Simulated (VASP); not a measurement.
# Si (I4/mmm) in VASP: further runs

Runs on Si. Level: PBE+D3(BJ). Tasks: single point.

All numbers are computed with VASP 6.6.1; they aren't measurements. Logs are shortened: lines on timing, memory, paths and dates and some standing lists are left out, and cuts for length are marked.

## Step 1: The structure

The structure is tetragonal, space group I4/mmm (No. 139). The conventional cell has a = 2.659 Å, b = 2.659 Å, c = 3.948 Å, α = 90.00°, β = 90.00°, γ = 90.00°. Around Si (site symmetry 4/mmm) lie 12 Si at 2.66 to 2.73 Å.

This isn't the form of Si at room conditions, which is diamond.

## Step 2: Single point, PBE+D3(BJ)

INCAR reads:

```
SYSTEM = Si
ALGO = Fast
EDIFF = 1E-6
ENCUT = 520
GGA = PE
ISIF = 2
ISMEAR = 0
IVDW = 12
LASPH = .True.
LCHARG = .False.
LREAL = .False.
LWAVE = .False.
NBANDS = 8
NELM = 60
PREC = Accurate
SIGMA = 0.15
```

KPOINTS reads:

```
k-points
0
Gamma
  24 24 24
  0 0 0
```

POSCAR reads:

```
Si
1.0
    0.0000000000      1.8800053031      1.9740055683
    1.8800053031      0.0000000000      1.9740055683
    1.8800053031      1.8800053031      0.0000000000
Si
1
Direct
    0.0000000000      0.0000000000      0.0000000000
```

Potentials or basis: VASP PAW PBE potentials, release 64 (Si).

The run is started by

```sh
cat potpaw_PBE.64/Si/POTCAR > POTCAR
mpirun -np 1 vasp_std > vasp.out
```

OUTCAR:

```text
SYSTEM = Si
   EDIFF = 1E-6
   ENCUT = 520
   GGA = PE
   ISIF = 2
   ISMEAR = 0
   IVDW = 12
   LASPH = .True.
   LREAL = .False.
   NELM = 60
   PREC = Accurate
 IVDW          = 12

 ion  position               nearest neighbor table
   1  0.000  0.000  0.000-

  LATTYP: Found a body centered tetragonal cell.
 ALAT       =     2.6587289970
 C/A-ratio  =     1.4849242405

  Lattice vectors:

 A1 = (  -1.8800053031,   0.0000000000,   1.9740055683)
 A2 = (   1.8800053031,   0.0000000000,   1.9740055683)
 A3 = (   0.0000000000,   1.8800053031,  -1.9740055683)

Analysis of symmetry for initial positions (statically):
=====================================================================
 Subroutine PRICEL returns:
 Original cell was already a primitive cell.

 Routine SETGRP: Setting up the symmetry group for a
 body centered tetragonal supercell.

 Subroutine GETGRP returns: Found 16 space group operations
 (whereof 16 operations were pure point group operations)
 out of a pool of 16 trial point group operations.

The static configuration has the point symmetry D_4h.

Analysis of symmetry for dynamics (positions and initial velocities):
=====================================================================
 Subroutine PRICEL returns:
 Original cell was already a primitive cell.

 Routine SETGRP: Setting up the symmetry group for a
 body centered tetragonal supercell.

 Subroutine GETGRP returns: Found 16 space group operations
 (whereof 16 operations were pure point group operations)
 out of a pool of 16 trial point group operations.

The dynamic configuration has the point symmetry D_4h.

 Subroutine INISYM returns: Found 16 space group operations
 (whereof 16 operations are pure point group operations),
 and found     1 'primitive' translations

----------------------------------------------------------------------------------------

                                     Primitive cell

  volume of cell :      13.9539

  direct lattice vectors                    reciprocal lattice vectors
     0.000000000  1.880005303  1.974005568    -0.265956697  0.265956697  0.253292092
     1.880005303  0.000000000  1.974005568     0.265956697 -0.265956697  0.253292092
     1.880005303  1.880005303  0.000000000     0.265956697  0.265956697 -0.253292092

  length of vectors
     2.726007690  2.726007690  2.658728997     0.453456517  0.453456517  0.453456517

  position of ions in fractional coordinates (direct lattice)
     0.000000000  0.000000000  0.000000000

  ion indices of the primitive-cell ions
   primitive index   ion index
[... 78 lines left out ...]
   NFREE  =      0    steps in history (QN), initial steepest desc. (CG)
   ISIF   =      2    stress and relaxation
   ISYM   =      2    0-nonsym 1-usesym 2-fastsym
   POTIM  = 0.5000    time-step for ionic-motion
   TEBEG  =    0.0;   TEEND  =   0.0 temperature during run
   PSTRESS=    0.0 pullay stress
   NELECT =       4.0000    total number of electrons
   NUPDOWN=      -1.0000    fix difference up-down
   EMIN   =  10.00;   EMAX   =-10.00  energy-range for DOS
   EFERMI =   0.00;   METHOD = LEGACY
   ISMEAR =     0;   SIGMA  =   0.15  broadening in eV -4-tet -1-fermi 0-gaus
   EFERMI_NEDOS =   21; number of points for ismear=-14 and -15
   IALGO  =     68    algorithm
   IMIX   =      4    mixing-type and parameters
     AMIX     =   0.40;   BMIX     =  1.00
     AMIX_MAG =   1.60;   BMIX_MAG =  1.00
  volume/ion in A,a.u.               =      13.95        94.17
  Fermi-wavevector in a.u.,A,eV,Ry     =   1.079434  2.039834 15.853198  1.165177
  Thomas-Fermi vector in A             =   2.215399
   LORBIT       =      0    0 simple, 1 ext, 2 COOP (PROOUT), +10 PAW based schemes
   GGA     = PE    functional components
   LHFCALC =     F    Hartree Fock is set to
   AEXX    =    0.0000 exact exchange contribution
   IVDW    =    12    specifies the selected vdW correction
   LEPSILON=     F    determine dielectric tensor
   LRPA    =     F    only Hartree local field effects (RPA)
 non-spin polarized calculation
 RMM-DIIS sequential band-by-band and
 Gauss-broadening in eV      SIGMA  =   0.15
  energy-cutoff  :      520.00
  volume of cell :       13.95
 maximum number of plane-waves:       388
   NGX = 11   NGY = 11   NGZ =  9

 number of electron       4.0000000 magnetization

 Free energy of the ion-electron system (eV)
  ---------------------------------------------------
  ext. energy  EPLUGINS =         0.00000000
  ---------------------------------------------------
  free energy    TOTEN  =        -4.88631986 eV

  energy without entropy =       -4.88169725  energy(sigma->0) =       -4.88400856

 E-fermi :  10.6869     XC(G=0): -11.3423

 val. band max:       10.6849188248   @ k =  -0.1667   0.2500   0.1667
 cond. band min:      10.6915651962   @ k =  -0.3750   0.3333   0.2083
 fundamental gap:      0.0066463714
 Fermi energy:        10.6868564495

 k-point     1 :       0.0000    0.0000    0.0000
  band No.  band energies     occupation
      1      -4.1375      2.00000
      2      22.2320      0.00000
      3      22.2321      0.00000
      4      22.2783      0.00000
      5      22.3181      0.00000
      6      22.9808      0.00000
      7      22.9808      0.00000
      8      28.1878      0.00000
[... 243 lines left out ...]
 k-point    24 :       0.4583    0.0417    0.0000
  band No.  band energies     occupation
      1       1.6694      2.00000
      2       5.0144      2.00000
      3      18.4063      0.00000
      4      19.5233      0.00000
      5      21.0201      0.00000
      6      23.1178      0.00000
      7      24.5336      0.00000
      8      27.5794      0.00000

 [... further k-points ...]

------------------------ aborting loop because EDIFF is reached ----------------------------------------

 Edisp (eV)   -0.44485

 E8    (eV) :    -0.1818

  FORCE on cell =-STRESS in cart. coord.  units (eV):
  Direction    XX          YY          ZZ          XY          YZ          ZX
  --------------------------------------------------------------------------------------
  -------------------------------------------------------------------------------------
  Total      -0.18427    -0.18427    -0.14257     0.00000    -0.00000    -0.00000
  in kB     -21.15802   -21.15802   -16.36959     0.00000    -0.00000    -0.00000
  external pressure =      -19.56 kB  Pullay stress =        0.00 kB

 VOLUME and BASIS-vectors are now :
 -----------------------------------------------------------------------------
  energy-cutoff  :      520.00
  volume of cell :       13.95
      direct lattice vectors                 reciprocal lattice vectors
     0.000000000  1.880005303  1.974005568    -0.265956697  0.265956697  0.253292092
     1.880005303  0.000000000  1.974005568     0.265956697 -0.265956697  0.253292092
     1.880005303  1.880005303  0.000000000     0.265956697  0.265956697 -0.253292092

 POSITION                                       TOTAL-FORCE (eV/Angst)
 -----------------------------------------------------------------------------------
      0.00000      0.00000      0.00000        -0.000000      0.000000      0.000000
 -----------------------------------------------------------------------------------
    total drift:                                0.000000      0.000000     -0.000000

  FREE ENERGIE OF THE ION-ELECTRON SYSTEM (eV)
  ---------------------------------------------------
  free  energy   TOTEN  =        -5.3311722625 eV

  energy  without entropy=       -5.3265496519  energy(sigma->0) =       -5.32886096
```

Wall time 93 s (1 thread of Intel Xeon Platinum 8375C at 2.90GHz (Ice Lake), shared host); peak memory 0.21 GiB.

What came out:

```
Free energy                : -5.3312 eV
Pressure                   : -2.0 GPa
Band gap on the k mesh     : none (metal or under the smearing width)
Dispersion energy per atom : -0.445 eV
```

Stress tensor (GPa, compression positive):
```
-2.12  0.00  0.00
 0.00 -2.12  0.00
 0.00  0.00 -1.64
```

Caveat: pairwise dispersion overbinds metals, which lowers pressure and volume.

## Step 3: Single point, PBE+D3(BJ)

This run uses another cell than the first one, of the same volume but with other edges.

INCAR reads:

```
PREC = Accurate
ENCUT = 520
EDIFF = 1E-6
ISMEAR = 0
SIGMA = 0.15
LREAL = False
LASPH = True
NELM = 100
ALGO = Fast
ISIF = 2
LWAVE = False
LCHARG = False
GGA = PE
IVDW = 12
NBANDS = 8
```

KPOINTS reads:

```
Automatic mesh
0
Gamma
  24 24 24
```

POSCAR reads:

```
Si
1.0
    0.0000000000      1.7981603841      2.1577924609
    1.7981603841      0.0000000000      2.1577924609
    1.7981603841      1.7981603841      0.0000000000
Si
1
Direct
    0.0000000000      0.0000000000      0.0000000000
```

Potentials or basis: VASP PAW PBE potentials, release 64 (Si).

The run is started by

```sh
cat potpaw_PBE.64/Si/POTCAR > POTCAR
mpirun -np 1 vasp_std > vasp.out
```

OUTCAR:

```text
PREC = Accurate
   ENCUT = 520
   EDIFF = 1E-6
   ISMEAR = 0
   LREAL = False
   LASPH = True
   NELM = 100
   ISIF = 2
   GGA = PE
   IVDW = 12
 IVDW          = 12

 ion  position               nearest neighbor table
   1  0.000  0.000  0.000-

  LATTYP: Found a body centered tetragonal cell.
 ALAT       =     2.5429828025
 C/A-ratio  =     1.6970562748

  Lattice vectors:

 A1 = (  -1.7981603841,   0.0000000000,   2.1577924609)
 A2 = (   1.7981603841,   0.0000000000,   2.1577924609)
 A3 = (   0.0000000000,   1.7981603841,  -2.1577924609)

Analysis of symmetry for initial positions (statically):
=====================================================================
 Subroutine PRICEL returns:
 Original cell was already a primitive cell.

 Routine SETGRP: Setting up the symmetry group for a
 body centered tetragonal supercell.

 Subroutine GETGRP returns: Found 16 space group operations
 (whereof 16 operations were pure point group operations)
 out of a pool of 16 trial point group operations.

The static configuration has the point symmetry D_4h.

Analysis of symmetry for dynamics (positions and initial velocities):
=====================================================================
 Subroutine PRICEL returns:
 Original cell was already a primitive cell.

 Routine SETGRP: Setting up the symmetry group for a
 body centered tetragonal supercell.

 Subroutine GETGRP returns: Found 16 space group operations
 (whereof 16 operations were pure point group operations)
 out of a pool of 16 trial point group operations.

The dynamic configuration has the point symmetry D_4h.

 Subroutine INISYM returns: Found 16 space group operations
 (whereof 16 operations are pure point group operations),
 and found     1 'primitive' translations

----------------------------------------------------------------------------------------

                                     Primitive cell

  volume of cell :      13.9539

  direct lattice vectors                    reciprocal lattice vectors
     0.000000000  1.798160384  2.157792461    -0.278061960  0.278061960  0.231718300
     1.798160384  0.000000000  2.157792461     0.278061960 -0.278061960  0.231718300
     1.798160384  1.798160384  0.000000000     0.278061960  0.278061960 -0.231718300

  length of vectors
     2.808816311  2.808816311  2.542982803     0.456432117  0.456432117  0.456432117

  position of ions in fractional coordinates (direct lattice)
     0.000000000  0.000000000  0.000000000

  ion indices of the primitive-cell ions
   primitive index   ion index
                 1           1

----------------------------------------------------------------------------------------

 KPOINTS: Automatic mesh

Automatic generation of k-mesh.
 Grid dimensions read from file:
 generate k-points for:   24   24   24

 Generating k-lattice:

  Cartesian coordinates                     Fractional coordinates (reciprocal lattice)
    -0.011585915  0.011585915  0.009654929     0.041666667 -0.000000000  0.000000000
     0.011585915 -0.011585915  0.009654929    -0.000000000  0.041666667  0.000000000
     0.011585915  0.011585915 -0.009654929     0.000000000  0.000000000  0.041666667

  Length of vectors
     0.019018005  0.019018005  0.019018005

  Shift w.r.t. Gamma in fractional coordinates (k-lattice)
     0.000000000  0.000000000  0.000000000

 Subroutine IBZKPT returns following result:
 ===========================================

 Found   1063 irreducible k-points:

 Following reciprocal coordinates:
            Coordinates               Weight
  0.000000  0.000000  0.000000      1.000000
  0.041667 -0.000000  0.000000      8.000000
  0.083333 -0.000000  0.000000      8.000000
  0.125000 -0.000000  0.000000      8.000000
  0.166667  0.000000  0.000000      8.000000
  0.208333 -0.000000  0.000000      8.000000
[... 16 lines left out ...]
  0.416667  0.041667  0.000000      8.000000
  0.458333  0.041667  0.000000      8.000000
 [... further k-points ...]
   k-points           NKPTS =   1063   k-points in BZ     NKDIM =   1063   number of bands    NBANDS=      8
   number of dos      NEDOS =    301   number of ions     NIONS =      1
   total plane-waves  NPLWV =  11520
   dimension x,y,z NGX =    24 NGY =   24 NGZ =   20
   dimension x,y,z NGXF=    48 NGYF=   48 NGZF=   40
   ions per type =               1
   NGX,Y,Z   is equivalent  to a cutoff of  14.20, 14.20, 13.07 a.u.
   NGXF,Y,Z  is equivalent  to a cutoff of  28.41, 28.41, 26.15 a.u.
 SYSTEM =  unknown system
   PREC   = accura    normal or accurate (medium, high low for compatibility)
   ISTART =      0    job   : 0-new  1-cont  2-samecut
   ICHARG =      2    charge: 1-file 2-atom 10-const
   ISPIN  =      1    spin polarized calculation?
   LNONCOLLINEAR =      F non collinear calculations
   LSORBIT =      F    spin-orbit coupling
   LASPH  =      T    aspherical Exc in radial PAW
   ENCUT  =  520.0 eV  38.22 Ry    6.18 a.u.   5.22  5.22  4.73*2*pi/ulx,y,z
   NELM   =    100;   NELMIN=  2; NELMDL= -5     # of ELM steps
   EDIFF  = 0.1E-05   stopping-criterion for ELM
[... 8 lines left out ...]
   TEBEG  =    0.0;   TEEND  =   0.0 temperature during run
   PSTRESS=    0.0 pullay stress
   NELECT =       4.0000    total number of electrons
   NUPDOWN=      -1.0000    fix difference up-down
   EMIN   =  10.00;   EMAX   =-10.00  energy-range for DOS
   EFERMI =   0.00;   METHOD = LEGACY
   ISMEAR =     0;   SIGMA  =   0.15  broadening in eV -4-tet -1-fermi 0-gaus
   EFERMI_NEDOS =   21; number of points for ismear=-14 and -15
   IALGO  =     68    algorithm
   IMIX   =      4    mixing-type and parameters
     AMIX     =   0.40;   BMIX     =  1.00
     AMIX_MAG =   1.60;   BMIX_MAG =  1.00
  volume/ion in A,a.u.               =      13.95        94.17
  Fermi-wavevector in a.u.,A,eV,Ry     =   1.079434  2.039834 15.853198  1.165177
  Thomas-Fermi vector in A             =   2.215399
   LORBIT       =      0    0 simple, 1 ext, 2 COOP (PROOUT), +10 PAW based schemes
   GGA     = PE    functional components
   LHFCALC =     F    Hartree Fock is set to
   AEXX    =    0.0000 exact exchange contribution
   IVDW    =    12    specifies the selected vdW correction
   LEPSILON=     F    determine dielectric tensor
   LRPA    =     F    only Hartree local field effects (RPA)
 non-spin polarized calculation
 RMM-DIIS sequential band-by-band and
 Gauss-broadening in eV      SIGMA  =   0.15
  energy-cutoff  :      520.00
  volume of cell :       13.95
 maximum number of plane-waves:       397
 NGX is ok and might be reduce to    24

 number of electron       4.0000000 magnetization

 Free energy of the ion-electron system (eV)
  ---------------------------------------------------
  ext. energy  EPLUGINS =         0.00000000
  ---------------------------------------------------
  free energy    TOTEN  =        -4.89134349 eV

  energy without entropy =       -4.88704743  energy(sigma->0) =       -4.88919546

 E-fermi :  10.6687     XC(G=0): -11.3344

 val. band max:       10.6663731102   @ k =   0.4167  -0.0000   0.2917
 cond. band min:      10.6742450796   @ k =  -0.2500   0.0833   0.0000
 fundamental gap:      0.0078719693
 Fermi energy:        10.6686889114

 k-point     1 :       0.0000    0.0000    0.0000
  band No.  band energies     occupation
      1      -4.1420      2.00000
      2      21.4297      0.00000
      3      21.5982      0.00000
      4      22.3968      0.00000
      5      22.3968      0.00000
      6      24.0292      0.00000
      7      24.0292      0.00000
      8      24.5977      0.00000
[... 243 lines left out ...]
 k-point    24 :       0.4583    0.0417    0.0000
  band No.  band energies     occupation
      1       1.6183      2.00000
      2       5.2486      2.00000
      3      15.9388      0.00000
      4      19.5199      0.00000
      5      21.3316      0.00000
      6      25.0082      0.00000
      7      25.0584      0.00000
      8      29.0432      0.00000

 [... further k-points ...]

------------------------ aborting loop because EDIFF is reached ----------------------------------------

 Edisp (eV)   -0.44476

 E8    (eV) :    -0.1818

  FORCE on cell =-STRESS in cart. coord.  units (eV):
  Direction    XX          YY          ZZ          XY          YZ          ZX
  --------------------------------------------------------------------------------------
  -------------------------------------------------------------------------------------
  Total      -0.03622    -0.03622    -0.02981     0.00000     0.00000     0.00000
  in kB      -4.15874    -4.15874    -3.42257     0.00000     0.00000     0.00000
  external pressure =       -3.91 kB  Pullay stress =        0.00 kB

 VOLUME and BASIS-vectors are now :
 -----------------------------------------------------------------------------
  energy-cutoff  :      520.00
  volume of cell :       13.95
      direct lattice vectors                 reciprocal lattice vectors
     0.000000000  1.798160384  2.157792461    -0.278061960  0.278061960  0.231718300
     1.798160384  0.000000000  2.157792461     0.278061960 -0.278061960  0.231718300
     1.798160384  1.798160384  0.000000000     0.278061960  0.278061960 -0.231718300

 POSITION                                       TOTAL-FORCE (eV/Angst)
 -----------------------------------------------------------------------------------
      0.00000      0.00000      0.00000         0.000000      0.000000     -0.000000
 -----------------------------------------------------------------------------------
    total drift:                                0.000000      0.000000     -0.000000

  FREE ENERGIE OF THE ION-ELECTRON SYSTEM (eV)
  ---------------------------------------------------
  free  energy   TOTEN  =        -5.3361077567 eV

  energy  without entropy=       -5.3318116898  energy(sigma->0) =       -5.33395972
```

OSZICAR:

```text
N       E                     dE             d eps       ncg     rms          rms(c)
DAV:   1    -0.245940462455E+01   -0.24594E+01   -0.18332E+03 18464   0.383E+02
DAV:   2    -0.489983198267E+01   -0.24404E+01   -0.23367E+01 25392   0.300E+01
DAV:   3    -0.491285865373E+01   -0.13027E-01   -0.13009E-01 19392   0.229E+00
DAV:   4    -0.491287084930E+01   -0.12196E-04   -0.12196E-04 27576   0.752E-02
DAV:   5    -0.491287085167E+01   -0.23680E-08   -0.28289E-08 19440   0.659E-04    0.292E+00
RMM:   6    -0.489922639881E+01    0.13644E-01   -0.21942E-03 17009   0.253E-01    0.166E+00
RMM:   7    -0.489132972851E+01    0.78967E-02   -0.54109E-03 18626   0.409E-01    0.133E-01
RMM:   8    -0.489134201197E+01   -0.12283E-04   -0.33602E-04 18815   0.147E-01    0.342E-02
RMM:   9    -0.489134431456E+01   -0.23026E-05   -0.34891E-05 19179   0.464E-02    0.176E-02
RMM:  10    -0.489134349427E+01    0.82029E-06   -0.40692E-06 19743   0.166E-02
   1 F= -.53361078E+01 E0= -.53339597E+01  d E =-.429607E-02
```

Wall time 1.7 min (1 thread of Intel Xeon Platinum 8375C at 2.90GHz (Ice Lake), shared host); peak memory 0.22 GiB.

What came out:

```yaml
Free_energy: -5.3361 eV
Pressure: -0.4 GPa
Band_gap_on_the_k_mesh: none (metal or under the smearing width)
Dispersion_energy_per_atom: -0.445 eV
```

Levels at points of the mesh, in eV from the Fermi level:
```csv
k point,band 1,band 2,band 3,band 4,band 5,band 6
"(0.00, 0.00, 0.00)",-14.81,10.76,10.93,11.73,11.73,13.36
"(0.50, 0.00, 0.00)",-7.60,-7.15,6.00,8.03,11.44,13.31
"(0.50, 0.50, 0.00)",-7.33,-6.94,5.78,5.84,5.84,9.83
"(0.50, 0.00, 0.50)",-4.62,-2.98,1.49,3.37,4.05,5.73
```

Caveat: pairwise dispersion overbinds metals, which lowers pressure and volume.
